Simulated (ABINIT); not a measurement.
Crystal: P.

```
P
1.0
     1.64774   -5.46504    0.00000
     1.64774    5.46504    0.00000
     0.00000    0.00000    4.54364
P
4
Cartesian
  1.6477 -4.4173 2.6754
  1.6477 4.4173 1.8683
  1.6477 -1.0477 0.4035
  1.6477 1.0477 4.1401
```

Base run:

- Program: ABINIT 10.8.3 (patched build)
- Functional: LDA
- Potentials or basis: JTH PAW LDA v2.0
- Cutoff: 544 eV
- k mesh: 5 × 5 × 4
- Occupations: fermi-dirac, width 0.05 eV
- Spin: no spin polarisation

Its results: band gap on the k mesh 0.34 eV, direct; pressure -2.0 GPa; largest force 0.200 eV/Å.

Q: After a change of settings the same cell gave: band gap on the k mesh none (metal or under the smearing width); pressure -2.1 GPa; largest force 0.196 eV/Å. Which change was it?
A. functional from LDA to PBEsol; potentials or basis from JTH PAW LDA v2.0 to JTH PAW PBE v2.0
B. k mesh from 5 × 5 × 4 to 6 × 6 × 5
C. k mesh from 5 × 5 × 4 to 3 × 3 × 2

A: B.

Caveats: an odd mesh through Γ misses points on the zone boundary, where band edges often lie (some runs).

Runs at the PBE level aren't shown here.
